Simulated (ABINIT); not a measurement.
**BN in ABINIT: the effect of functional**

BN:

```
CELL_PARAMETERS angstrom
4.88009 0.00000 0.00000
0.00000 2.59146 0.00000
0.00000 0.00000 4.29205
ATOMIC_POSITIONS crystal
N 0.32113 0.75000 0.10649
N 0.67887 0.25000 0.89351
N 0.17887 0.25000 0.60649
N 0.82113 0.75000 0.39351
B 0.34041 0.25000 0.90710
B 0.15959 0.75000 0.40710
B 0.84041 0.25000 0.59290
B 0.65959 0.75000 0.09290
```

Measurements of this composition are mostly on another form, of space group No. 194.

Alike in all runs:

```yaml
Program: ABINIT 10.8.3 (patched build)
Task: band structure
Cutoff: 707 eV
k_mesh: 6 × 10 × 6
Occupations: fermi-dirac, width 0.05 eV
Spin: no spin polarisation
```

```tsv
functional	potentials or basis	gap on the mesh (eV)	pressure (GPa)	largest force (eV/Å)
PBE	JTH PAW PBE v2.0	5.65	-0.1	0.06
LDA	JTH PAW LDA v2.0	?	?	?
PBEsol	JTH PAW PBE v2.0	5.52	-4.6	0.06
```

Problem. What does the run with functional LDA give?

Solution. gap on the mesh 5.51 eV; pressure -11.8 GPa; largest force 0.13 eV/Å.

Caveats: the atomic spheres overlap; the PAW data sets were made with another functional, which shifts forces and pressure a little (some runs).

A k mesh can miss the band edges.
